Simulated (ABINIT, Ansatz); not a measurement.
# BN (P6_3mc): modes at Γ and the response to a field, part 2 of 2

Wanted: the vibrations of BN (P6_3mc) at Γ, by two programs.

ABINIT 10.8.3; DFT LDA, scalar-relativistic, plane waves, PseudoDojo norm-conserving pseudopotentials.

So far. Step 3 (Self-consistent run for the response): The cell stands at -0.95 GPa: the relaxation ran with a smoothed and higher cutoff, and the difference is a stress of the finite basis. Step 5 (Linear response at Γ): The acoustic modes at Γ come out as far as 0.8 cm⁻¹ from zero, where they should vanish, a small numerical error; the Born charges miss their sum rule by 0.0026 e, which is good. The relaxed cell has a = 2.524, c = 4.176 Å (conventional setting).

## 6. Modes with the sum rule

anaddb reads the merged derivatives, imposes the acoustic sum rule and charge neutrality, and adds the LO-TO term along chosen directions.

anaddb.abi

```
ddb_filepath "gamma_DDB"
output_file "anaddb.abo"
outdata_prefix "anaddb"
asr 1
chneut 1
enunit 2
eivec 1
nph1l 1
qph1l 0.0 0.0 0.0 1.0
dieflag 1
nph2l 3
qph2l 
    1.0 0.0 0.0 0.0
    0.0 0.0 1.0 0.0
    1.0 1.0 1.0 0.0
```

mrgddb.in

```
gamma_DDB
merged
2
dfpt_gammao_DS2_DDB
gso_DDB
```

Command:

```console
$ mrgddb < mrgddb.in > mrgddb.log
$ OMP_NUM_THREADS=1 anaddb anaddb.abi > anaddb.log
```

anaddb.abo, the main output file:

```text
[banners, grids, parts of the stress and lines that vanish by symmetry left out]
-outvars_anaddb: echo values of input variables ----------------------

 Flags :
[...]
Dielectric Tensor and Effective Charges
[...]
Effective charge tensors after
[...]
Phonon wavevector (reduced coordinates) :  0.00000  0.00000  0.00000
 Phonon energies in Hartree :
[...]
Phonon energies in meV     :
-  0.000000E+00  0.000000E+00  0.000000E+00  5.922820E+01  5.922820E+01
-  1.220397E+02  1.220397E+02  1.223053E+02  1.300747E+02  1.341384E+02
-  1.341384E+02  1.410320E+02
 Phonon frequencies in cm-1    :
-  0.000000E+00  0.000000E+00  0.000000E+00  4.777076E+02  4.777076E+02
-  9.843166E+02  9.843166E+02  9.864588E+02  1.049123E+03  1.081899E+03
-  1.081899E+03  1.137500E+03
 Phonon frequencies in Thz     :
-  0.000000E+00  0.000000E+00  0.000000E+00  1.432131E+01  1.432131E+01
-  2.950907E+01  2.950907E+01  2.957329E+01  3.145192E+01  3.243452E+01
-  3.243452E+01  3.410138E+01
 Phonon energies in Kelvin  :
-  0.000000E+00  0.000000E+00  0.000000E+00  6.873147E+02  6.873147E+02
-  1.416212E+03  1.416212E+03  1.419294E+03  1.509454E+03  1.556612E+03
-  1.556612E+03  1.636608E+03
[...]
-  1  0.00000000E+00  0.00000000E+00  3.32448092E-03
-     0.00000000E+00  0.00000000E+00  0.00000000E+00
-  2  0.00000000E+00  0.00000000E+00  3.32448092E-03
-     0.00000000E+00  0.00000000E+00  0.00000000E+00
-  3  0.00000000E+00  0.00000000E+00  3.32448080E-03
-     0.00000000E+00  0.00000000E+00  0.00000000E+00
-  4  0.00000000E+00  0.00000000E+00  3.32448080E-03
-     0.00000000E+00  0.00000000E+00  0.00000000E+00
[...]
-  1  0.00000000E+00 -3.32448086E-03  0.00000000E+00
-     0.00000000E+00  0.00000000E+00  0.00000000E+00
-  2  0.00000000E+00 -3.32448086E-03  0.00000000E+00
-     0.00000000E+00  0.00000000E+00  0.00000000E+00
-  3  0.00000000E+00 -3.32448085E-03  0.00000000E+00
-     0.00000000E+00  0.00000000E+00  0.00000000E+00
-  4  0.00000000E+00 -3.32448085E-03  0.00000000E+00
-     0.00000000E+00  0.00000000E+00  0.00000000E+00
[...]
-  1  3.32448086E-03  0.00000000E+00  0.00000000E+00
-     0.00000000E+00  0.00000000E+00  0.00000000E+00
-  2  3.32448086E-03  0.00000000E+00  0.00000000E+00
-     0.00000000E+00  0.00000000E+00  0.00000000E+00
-  3  3.32448085E-03  0.00000000E+00  0.00000000E+00
-     0.00000000E+00  0.00000000E+00  0.00000000E+00
-  4  3.32448085E-03  0.00000000E+00  0.00000000E+00
-     0.00000000E+00  0.00000000E+00  0.00000000E+00
[...]
-  1  0.00000000E+00  3.19667336E-03  0.00000000E+00
-     0.00000000E+00  0.00000000E+00  0.00000000E+00
-  2  0.00000000E+00 -3.19667336E-03  0.00000000E+00
-     0.00000000E+00  0.00000000E+00  0.00000000E+00
[...]
-     1          0.000000     0.000000     0.000000     0.000000
-     2          0.000000    -0.000000     0.000000     0.000000
-     3          0.000000     0.000000    -0.000000     0.000000
-     4          0.000000    -0.000000    -0.000000     0.000000
-     5         -0.000000     0.000000    -0.000000     0.000000
-     6         -0.000000    -0.000000    -0.000000     0.000000
[...]
-   1     Real    0.0000E+00  0.0000E+00  0.0000E+00  0.0000E+00  0.0000E+00  0.0000E+00  0.0000E+00
[...]
-   2     Real    0.0000E+00  0.0000E+00  0.0000E+00  0.0000E+00  0.0000E+00  0.0000E+00  0.0000E+00
[...]
-   3     Real    0.0000E+00  0.0000E+00  0.0000E+00  0.0000E+00  0.0000E+00  0.0000E+00  0.0000E+00
[...]
-   4     Real    0.0000E+00  0.0000E+00  0.0000E+00  0.0000E+00  0.0000E+00  0.0000E+00  0.0000E+00
[...]
-   5     Real    0.0000E+00  0.0000E+00  0.0000E+00  0.0000E+00  0.0000E+00  0.0000E+00  0.0000E+00
[...]
-   6     Real    0.0000E+00  0.0000E+00  0.0000E+00  0.0000E+00  0.0000E+00  0.0000E+00  0.0000E+00
[...]
-   7     Real    0.0000E+00  0.0000E+00  0.0000E+00  0.0000E+00  0.0000E+00  0.0000E+00  0.0000E+00
[...]
-  10     Real    0.0000E+00  5.9240E-04  0.0000E+00  6.1050E-10  0.0000E+00  0.0000E+00  5.9240E-04
[...]
-  11     Real    5.9240E-04  0.0000E+00  0.0000E+00 -6.1050E-10  0.0000E+00  0.0000E+00  5.9240E-04
[...]
Phonon at Gamma, with non-analyticity in the
[...]
Phonon energies in Hartree :
[...]
Phonon energies in meV     :
[...]
-  1.410320E+02  1.609965E+02
 Phonon frequencies in cm-1    :
[...]
-  1.137500E+03  1.298524E+03
 Phonon frequencies in Thz     :
[...]
-  3.410138E+01  3.892877E+01
 Phonon energies in Kelvin  :
[...]
-  1.636608E+03  1.868286E+03
[...]
Phonon at Gamma, with non-analyticity in the
[...]
Phonon energies in Hartree :
[...]
Phonon energies in meV     :
[...]
-  1.410320E+02  1.593980E+02
 Phonon frequencies in cm-1    :
[...]
-  1.137500E+03  1.285632E+03
 Phonon frequencies in Thz     :
[...]
-  3.410138E+01  3.854227E+01
 Phonon energies in Kelvin  :
[...]
-  1.636608E+03  1.849737E+03
[...]
-  4  5.21490703E-07  3.32448054E-03  1.33930708E-06
-     0.00000000E+00  0.00000000E+00  0.00000000E+00
[...]
-  1  3.32448082E-03 -5.21514480E-07  0.00000000E+00
-     0.00000000E+00  0.00000000E+00  0.00000000E+00
-  2  3.32448082E-03 -5.21514480E-07  0.00000000E+00
-     0.00000000E+00  0.00000000E+00  0.00000000E+00
-  3  3.32448081E-03 -5.21514478E-07  0.00000000E+00
-     0.00000000E+00  0.00000000E+00  0.00000000E+00
-  4  3.32448081E-03 -5.21514478E-07  0.00000000E+00
-     0.00000000E+00  0.00000000E+00  0.00000000E+00
[...]
-  1  0.00000000E+00  3.19667336E-03  0.00000000E+00
-     0.00000000E+00  0.00000000E+00  0.00000000E+00
[...]
Phonon at Gamma, with non-analyticity in the
[...]
Phonon energies in Hartree :
[...]
Phonon energies in meV     :
-  0.000000E+00  0.000000E+00  0.000000E+00  5.922820E+01  5.922820E+01
-  1.220397E+02  1.220397E+02  1.223053E+02  1.314172E+02  1.341384E+02
-  1.410320E+02  1.604993E+02
 Phonon frequencies in cm-1    :
-  0.000000E+00  0.000000E+00  0.000000E+00  4.777076E+02  4.777076E+02
-  9.843166E+02  9.843166E+02  9.864588E+02  1.059951E+03  1.081899E+03
-  1.137500E+03  1.294515E+03
 Phonon frequencies in Thz     :
-  0.000000E+00  0.000000E+00  0.000000E+00  1.432131E+01  1.432131E+01
-  2.950907E+01  2.950907E+01  2.957329E+01  3.177653E+01  3.243452E+01
-  3.410138E+01  3.880857E+01
 Phonon energies in Kelvin  :
-  0.000000E+00  0.000000E+00  0.000000E+00  6.873147E+02  6.873147E+02
-  1.416212E+03  1.416212E+03  1.419294E+03  1.525033E+03  1.556612E+03
-  1.636608E+03  1.862518E+03
[...]
-  3  2.80842391E-03  0.00000000E+00  0.00000000E+00
-     0.00000000E+00  0.00000000E+00  0.00000000E+00
-  4 -2.80842391E-03  0.00000000E+00  0.00000000E+00
-     0.00000000E+00  0.00000000E+00  0.00000000E+00
[...]
Direction                     Dielectric constant
[...]
0.00000   0.00000   1.00000      6.93578910
   1.00000   1.00000   1.00000      6.60706321
-
```

Run time: 0.52 s. Hardware: 1 thread of Arm Neoverse V2, shared host.

This step gave:

| Property | Result |
| --- | --- |
| mean static dielectric constant | 6.607 |
| highest mode moved by the LO-TO term | 1299 cm⁻¹ |

No LO-TO term; unit eigenvectors of the mass-weighted matrix, from anaddb's displacements. Modes at Γ, with each element's share of the kinetic energy:

```tsv
mode	frequency (cm⁻¹)	B %	N %
1	0.0	44	56
2	0.0	44	56
3	0.0	44	56
4	477.7	40	60
5	477.7	40	60
6	984.3	60	40
7	984.3	60	40
8	986.5	22	78
9	1049.1	56	44
10	1081.9	56	44
11	1081.9	56	44
12	1137.5	78	22
```

Displacements in mode 4 (477.7 cm⁻¹), the largest set to 1:
```
B1   0.00  0.93  0.00
B2   0.00 -0.93  0.00
N3   0.00 -1.00  0.00
N4   0.00  1.00  0.00
```

Displacements in mode 12 (1137.5 cm⁻¹), the largest set to 1:
```
B1   0.00  0.00  1.00
B2   0.00  0.00 -1.00
N3   0.00  0.00  0.47
N4   0.00  0.00 -0.47
```

Static dielectric tensor (ions relaxed, fixed cell):

```
6.44 0.00 0.00
0.00 6.44 0.00
0.00 0.00 6.94
```

The rule moves no optical mode by more than 0.1 cm⁻¹.

## 7. The same in Ansatz

A second program on the same cell, potentials, cutoff and meshes tests the implementation of the phonon response, not its convergence. Its field response is summed in its own way.

This step: DFT LDA, scalar-relativistic, plane waves, PseudoDojo norm-conserving pseudopotentials (Ansatz 0.2.0).

input.yaml

```yaml
crystal:
  lattice:
    - [2.524083436, 0.0, 0.0]
    - [-1.2620417182, 2.1859203767, 0.0]
    - [0.0, 0.0, 4.1759747689]
  atoms:
    - { symbol: B, position: [0.6666666667, 0.3333333333, 0.9996941177] }
    - { symbol: B, position: [0.3333333333, 0.6666666667, 0.4996941177] }
    - { symbol: "N", position: [0.6666666667, 0.3333333333, 0.6253058823] }
    - { symbol: "N", position: [0.3333333333, 0.6666666667, 0.1253058823] }
kpoints:
  mp_grid: { grid: [9, 9, 6] }
hamiltonian:
  xc: lda
  pseudopotentials: { kind: nc, accuracy: standard }
scf:
  occupations: { method: fixed }
output:
  eigenvalues: true
basis:
  ecutwfc: 979.61
phonons:
  method: dfpt
  dielectric: true
  rigid_motions: translations
```

Command:

```console
$ ansatz run input.yaml --threads 4 --pin off --max-ram 8192MiB --backend cpu --events-out ev --progress --plain --runs-dir out
```

The program printed:

```text
Warning: basis.ecutwfc = 979.61 eV is below the records' recommended 1142.878222 eV, and the density's cutoff is lower with it unless basis.ecutrho_ratio is high enough to keep the records' density cutoff: compare with a run at a higher cutoff
Engine: ansatz 0.2.0, aarch64-unknown-linux-gnu
Pseudopotentials: kind: nc
Pseudopotential: B, nc, valence charge 3, recommended cutoff 1034.032677 eV (normal), B.nc.azcp (PseudoDojo's, or run here from an input of PseudoDojo's; its table is named by hamiltonian.pseudopotentials.accuracy)
Pseudopotential: N, nc, valence charge 5, recommended cutoff 1142.878222 eV (normal), N.nc.azcp (PseudoDojo's, or run here from an input of PseudoDojo's; its table is named by hamiltonian.pseudopotentials.accuracy)
Functional definition: SPW92
  exchange = slater_x
  correlation = pw_c
Crystal: 4 atoms, lattice volume = 23.041 Å³
Basis set: ecut = 979.61 eV, 1617 PW (Γ), exchange–correlation on 54×54×96 points (8 copies of the dense FFT grid, shifted against one another)
Bands: 12, of which v1, the nominal top of the filled ones, is band 8 counted from 1 (7 counted from 0)
Symmetry: 12 space group operations
k-points: 140 of 486 (irreducible under 2 space group operations, time reversal used)
Non-local potential: B, projectors of the file, l = 0: 2, l = 1: 2
Non-local potential: N, projectors of the file, l = 0: 2, l = 1: 2
Initial density: superposition of atomic densities (chi_scale 0.1, normalization cell, long waves kept (reshape's long-wave potential 0.00 eV rms))
Initial wavefunctions: pseudopotential atomic-orbital guess
Functional: x = slater, c = lda
SCF iter   1: F=—  HF=-732.284042 eV  |F-HF|=—  |Δ(HF+E_count)|=         —  Δρ=1.58e-1  dr2=4.55e0  ethr=3.10e-3  ⟨swp⟩=5.8  Hψ=9668  notcnv=0  defer=249
preconditioner: auto → none  [insulator: Δε(μ)=6.756 eV  Ē_g=18.450 eV  n_scr=2 (ndim 8)  ℏωp=30.9 eV  f_vac=0.000  ε∞_Penn≈3.8]
SCF iter   2: F=—  HF=-730.767053 eV  |F-HF|=—  |Δ(HF+E_count)|=    1.52e0  Δρ=6.19e-2  dr2=5.06e-1  ethr=3.10e-3  ⟨swp⟩=3.0  Hψ=4601  notcnv=0  defer=269
SCF iter   3: F=—  HF=-730.612161 eV  |F-HF|=—  |Δ(HF+E_count)|=   1.55e-1  Δρ=2.12e-2  dr2=6.66e-2  ethr=3.10e-3  ⟨swp⟩=2.8  Hψ=3015  notcnv=0  defer=264
SCF iter   4: F=—  HF=-730.590814 eV  |F-HF|=—  |Δ(HF+E_count)|=   2.13e-2  Δρ=2.84e-3  dr2=6.39e-4  ethr=4.16e-4  ⟨swp⟩=2.8  Hψ=3027  notcnv=0  defer=277
SCF iter   5: F=—  HF=-730.590719 eV  |F-HF|=—  |Δ(HF+E_count)|=   9.43e-5  Δρ=1.52e-4  dr2=2.29e-6  ethr=3.99e-6  ⟨swp⟩=2.8  Hψ=2822  notcnv=0  defer=277
SCF iter   6: F=—  HF=-730.590720 eV  |F-HF|=—  |Δ(HF+E_count)|=   5.17e-7  Δρ=2.30e-5  dr2=2.95e-8  ethr=1.43e-8  ⟨swp⟩=2.6  Hψ=2964  notcnv=0  defer=191
SCF iter   7: F=—  HF=-730.590720 eV  |F-HF|=—  |Δ(HF+E_count)|=   1.59e-7  Δρ=2.71e-6  dr2=1.13e-9  ethr=1.84e-10  ⟨swp⟩=2.5  Hψ=2926  notcnv=0  defer=24
SCF iter   8: F=-730.590720 eV  HF=-730.590720 eV  |F-HF|=5.02e-11  |Δ(HF+E_count)|=  3.90e-10  Δρ=6.20e-7  dr2=6.32e-11  ethr=1.00e-12  ⟨swp⟩=9.3  Hψ=11591  notcnv=0
SCF 1 converged in 8 iterations: F = -730.590720 eV  dr2 = 6.32e-11
NSCF: frozen V_eff on 4 k-points
DFPT response loops at Γ: preconditioner auto → none (the input reference at scf.mixing.eps_inf says where Resta's filter doesn't serve); β = 0.50; Broyden in place of MSR1
── the response to a field inside a basis, on 10×10×6 k-points: an SCF that follows is theirs, and a resumed run solves both again ──
Bands: 9, of which v1, the nominal top of the filled ones, is band 8 counted from 1 (7 counted from 0)
k-points: 90 of 600 (irreducible under 4 space group operations, time reversal used)
Initial density: handed on by an earlier stage of this run
Initial wavefunctions: pseudopotential atomic-orbital guess (no wavefunctions were taken with the density)
Eigensolver: Dense (90 Hₖ)
SCF iter   1: F=—  HF=-730.591568 eV  |F-HF|=—  |Δ(HF+E_count)|=         —  Δρ=4.02e-4  dr2=3.58e-6  ethr=1.00e-1
preconditioner: auto → none  [insulator: Δε(μ)=5.349 eV  Ē_g=15.659 eV  n_scr=2 (ndim 8)  ℏωp=30.9 eV  f_vac=0.000  ε∞_Penn≈4.9]
SCF iter   2: F=—  HF=-730.591570 eV  |F-HF|=—  |Δ(HF+E_count)|=   1.33e-6  Δρ=1.98e-4  dr2=7.69e-7  ethr=2.24e-8
SCF iter   3: F=—  HF=-730.591570 eV  |F-HF|=—  |Δ(HF+E_count)|=   5.69e-7  Δρ=5.44e-5  dr2=1.48e-7  ethr=4.81e-9
SCF iter   4: F=-730.591570 eV  HF=-730.591570 eV  |F-HF|=5.96e-11  |Δ(HF+E_count)|=   1.63e-9  Δρ=4.10e-6  dr2=6.02e-10  ethr=9.26e-10
SCF 1 converged in 4 iterations: F = -730.591570 eV  dr2 = 6.02e-10
DFPT response loops at Γ: mixed as the last ones told, above
SCF converged after 8 iterations
Free energy (F): -730.590720 eV
Harris-Foulkes:  -730.590720 eV  (|F-HF|=5.02e-11)
Internal energy: -730.590720 eV  (E = F + TS)
E sigma→0 (E₀):  -730.590720 eV
Fermi energy:    11.478641 eV
--- Per-component energies (eV) ---
  E_band       = 53.885843
  E_kinetic    = 518.135261
  E_local      = -320.857625  (includes V_loc(G=0)·N_el)
  E_nonlocal   = -64.223475
  E_hartree    = 96.097231
  E_xc         = -237.887621
  E_vxc        = -271.362654  (∫ρ·V_xc dr)
  E_ewald      = -721.854491
  E_smearing   = -0.000000  (= −TS)
  E_closure    = -0.000000  (closes the sum)
  Σ components = -730.590720   (vs F -730.590720, Δ=0.00e0)
--- Band table (eV; the first three rows and the last of 140) ---
  k-point 0: bands = [... 4 lower, 9.2901, 11.1826, 11.4786, 11.4786, 19.8852, 19.8852, 20.1622, 21.4557]
  k-point 1: bands = [... 4 lower, 9.4110, 10.2851, 11.2962, 11.2962, 20.0901, 20.0901, 20.5120, 21.4282]
  k-point 2: bands = [... 4 lower, 9.7551, 9.7551, 10.8327, 10.8327, 20.6575, 20.6575, 20.9931, 21.3527]
  k-point 139: bands = [... 4 lower, 5.7648, 5.7648, 7.9379, 7.9379, 20.2619, 20.2619, 22.9279, 22.9279]
--- Phonons (Γ-DFPT): 4 representative perturbations + reference, on 140 of 486 k-points (Σ response iterations 13) ---
  k mesh reduced under 2 symmetry operations, with k and −k counted as one. Each operation leaves every solved perturbation unchanged. A smaller set is not considered because the run solves the response to a homogeneous field
  ASR residual: 5.813e-4 → 0.000e0 eV/Å²; symmetrization residual: 9.419e-7 eV/Å²
  ASR residual per site (eV/Å²): 4.24e-5 4.24e-5 5.81e-4 5.81e-4
  Γ frequencies (cm⁻¹): 0.00 0.00 0.00 477.71 477.71 984.34 984.34 986.46 1049.15 1081.92 1081.92 1137.54
  ε∞ (high-frequency dielectric tensor):
        4.468261    -0.000000    -0.000000
        0.000000     4.468261     0.000000
       -0.000000     0.000000     4.618876
  ε⁰ (static dielectric tensor: ions relaxed, cell fixed):
        6.437737    -0.000000     0.000000
       -0.000000     6.437737    -0.000000
        0.000000    -0.000000     6.936562
  ε⁰ − ε∞ (ionic part):
        1.969476    -0.000000     0.000000
       -0.000000     1.969476    -0.000000
        0.000000    -0.000000     2.317686
  softest optical mode at Γ: 477.71 cm⁻¹; the repairs (sum rule, projections) moved no ω² at Γ by more than (3.40 cm⁻¹)²
  Born effective charges Z* (e; rows j = field, columns β = displacement):
    site 0:
         1.81470   -0.00000   -0.00000
         0.00000    1.81470    0.00000
        -0.00000    0.00000    1.90896
    site 1:
         1.81470   -0.00000    0.00000
         0.00000    1.81470   -0.00000
         0.00000   -0.00000    1.90896
    site 2:
        -1.81470    0.00000    0.00000
        -0.00000   -1.81470    0.00000
         0.00000   -0.00000   -1.90896
    site 3:
        -1.81470    0.00000   -0.00000
        -0.00000   -1.81470    0.00000
         0.00000    0.00000   -1.90896
  Z* charge neutrality: 8.408e-4 e pre-enforcement
  solved inside a basis spanned on kpoints, on 10×10×6 k-points, its susceptibility summed on 14×14×8: ε∞ is read to err by 1.2e-2, Z* by 7.2e-3 e (field_mesh: kpoints solves on kpoints); Z* is corrected for what the basis lacks
  optical modes at Γ without the LO–TO term, one row a degenerate level:
      ω (cm⁻¹)  modes    IR ((D/Å)²/amu)
        477.71      2             0.0000
        984.34      2             0.0000
        986.46      1             0.0000
       1049.15      1            27.5589
       1081.92      2            49.8091
       1137.54      1             0.0000
  optical modes at Γ + LO–TO along q̂ = [1.0000, 0.0000, 0.0000]:
      ω (cm⁻¹)  modes    IR ((D/Å)²/amu)
        477.71      2             0.0000
        984.34      2             0.0000
        986.46      1             0.0000
       1049.15      1            27.5589
       1081.92      1            24.9046
       1137.54      1             0.0000
       1298.65      1            24.9046
  optical modes at Γ + LO–TO along q̂ = [0.0000, 1.0000, 0.0000]:
      ω (cm⁻¹)  modes    IR ((D/Å)²/amu)
        477.71      2             0.0000
        984.34      2             0.0000
        986.46      1             0.0000
       1049.15      1            27.5589
       1081.92      1            24.9046
       1137.54      1             0.0000
       1298.65      1            24.9046
  optical modes at Γ + LO–TO along q̂ = [0.0000, 0.0000, 1.0000]:
      ω (cm⁻¹)  modes    IR ((D/Å)²/amu)
        477.71      2             0.0000
        984.34      2             0.0000
        986.46      1             0.0000
       1081.92      2            49.8091
       1137.54      1             0.0000
       1285.70      1            27.5589
```

Wall time 25 s (4 threads); peak memory 0.69 GiB.

Numbers from this step:

| Property | Result |
| --- | --- |
| sum-rule residual before enforcement | 5.81e-4 eV/Å² |
| miss of the charge sum rule | 8.41e-4 e |
| estimated error of the dielectric tensor | 0.01243 |
| estimated error of the Born charges | 0.007187 e |
| mean high-frequency dielectric constant | 4.519 |
| largest Born charge in size (third of the trace) | 1.846 e |
| mean static dielectric constant | 6.604 |

Transverse modes. Infrared lines, with heights relative to the strongest:

```tsv
position (cm⁻¹)	label	IR intensity ((D/Å)²/amu), degenerate modes summed, relative
478	E2	0.0
984	E2	0.0
986	B1	0.0
1049	A1	55
1082	E1	100
1138	B1	0.0
```

## 8. The two compared: ABINIT PseudoDojo and Ansatz, PseudoDojo

Numbers from this step:

```yaml
root_mean_square_difference: 0.02 cm⁻¹
largest_difference: 0.04 cm⁻¹
```

Frequencies side by side, by row:

```tsv
q (reciprocal lattice)	mode	ABINIT PseudoDojo (cm⁻¹)	Ansatz, PseudoDojo (cm⁻¹)
0 0 0	1	0	0
0 0 0	2	0	0
0 0 0	3	0	0
0 0 0	4	477.7	477.7
0 0 0	5	477.7	477.7
0 0 0	6	984.3	984.3
0 0 0	7	984.3	984.3
0 0 0	8	986.5	986.5
0 0 0	9	1049	1049
0 0 0	10	1082	1082
0 0 0	11	1082	1082
0 0 0	12	1138	1138
```

The two runs side by side. Further quantities:

```tsv
quantity	ABINIT PseudoDojo	Ansatz, PseudoDojo
mean ε∞	4.521	4.519
largest Born charge in size (e; the first before, the second after the charge sum rule)	1.847	1.846
```

At the zone centre the largest difference (acoustic modes at Γ apart) is 0.004 % of the highest mode.

## 9. Outcome

```yaml
space_group_after_relaxation: P6_3mc
volume_per_atom: 5.76 Å³
highest_optical_zone_centre_mode_no_lo_to_term: 1138 cm⁻¹
lowest_optical_zone_centre_mode: 477.7 cm⁻¹
highest_mode_moved_by_the_lo_to_term: 1299 cm⁻¹
mean_high_frequency_dielectric_constant: 4.52
largest_born_charge_in_size_third_of_the_trace: 1.85 e
mean_static_dielectric_constant: 6.61
imaginary_optical_modes_at_the_zone_centre_no_q_mesh_in_this_session: none
largest_difference_from_ansatz_pseudodojo: 0.04 cm⁻¹
```

What this shows: At the LDA level the optical modes of BN (P6_3mc) at the zone centre (no LO-TO term) run from 478 to 1138 cm⁻¹. The base run prints -0.95 GPa, mostly the error of a finite basis; the relaxation, with a smoothed and higher cutoff, had brought the cell to rest. Along the directions run, the highest mode that the macroscopic field moves lies at 1299 cm⁻¹. Lattice motion raises the mean dielectric constant from 4.521 to 6.607. ABINIT PseudoDojo and Ansatz, PseudoDojo agree to 0.04 cm⁻¹ (0.004 % of the highest mode compared) on all solved modes but the acoustic ones at Γ, without the LO-TO term. These are harmonic frequencies at zero temperature: anharmonic shifts and linewidths and thermal expansion are left out. Ansatz warns that the cutoff lies 14 % under the one recommended for these files; agreement at one cutoff is not convergence. The structure comes from a database by way of an earlier relaxation and need not be the phase that is stable at ambient conditions.

[Host names and launcher messages were left out of these logs when they were recorded.]

[Logs are printed without paths, hosts, clocks, repeated set-up lines and the standing remarks that a program may print on its own settings, such as how far it seeks lower states.]

[Hosts, paths, dates, database ids (printed as entryN), source tags and the programs' standing remarks are cut or masked in the printed files.]
